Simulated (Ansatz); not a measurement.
## Si2W, one cell by several methods

```
CELL_PARAMETERS angstrom
-1.60600 1.60600 3.90060
1.60600 -1.60600 3.90060
1.60600 1.60600 -3.90060
ATOMIC_POSITIONS crystal
Si 0.33300 0.33300 0.00000
Si 0.66700 0.66700 0.00000
W 0.00000 0.00000 0.00000
```

Atom numbers follow the list: Si1, Si2, W3.

The cell is COD entry 1010283, as deposited and not checked against the literature; nothing was relaxed. It differs from other determinations. The listed cell was then made from it by scaling, straining or moving an atom.

Spin–orbit coupling is left out, though it moves levels of the heavy atoms by tenths of an eV or more.

Methods: DFT, PBE, PAW with Ansatz's default frozen-core files, scalar-relativistic (Ansatz 0.2.0); DFT, PBE, all-electron LAPW, scalar-relativistic (Ansatz 0.2.0).

For PAW: a Γ-centred 11×11×14 k mesh, Fermi–Dirac smearing of 0.05 eV, cutoff 420 eV, no spin polarisation; this mesh doesn't keep the crystal's whole symmetry, which leaves small spurious terms. LAPW targets a basis error of 1 meV/atom. The Ansatz runs share mesh, smearing and spin set-up. Plane-wave (PAW) pressures include the program's estimate of the Pulay term.

Stress and pressure are positive in compression.

PAW results:

| quantity | PAW |
| --- | --- |
| pressure (GPa) | 4.24 |
| stress xx (GPa) | 3.56 |
| stress zz (GPa) | 5.60 |
| stress xy (GPa) | 0.06 |
| force on Si1, z (eV/Å) | 0.201 |

(1) What does all-electron LAPW give for the same quantities?

Results:

(1) 
| quantity | LAPW |
| --- | --- |
| pressure (GPa) | 4.21 |
| stress xx (GPa) | 3.54 |
| stress zz (GPa) | 5.56 |
| stress xy (GPa) | 0.06 |
| force on Si1, z (eV/Å) | 0.203 |
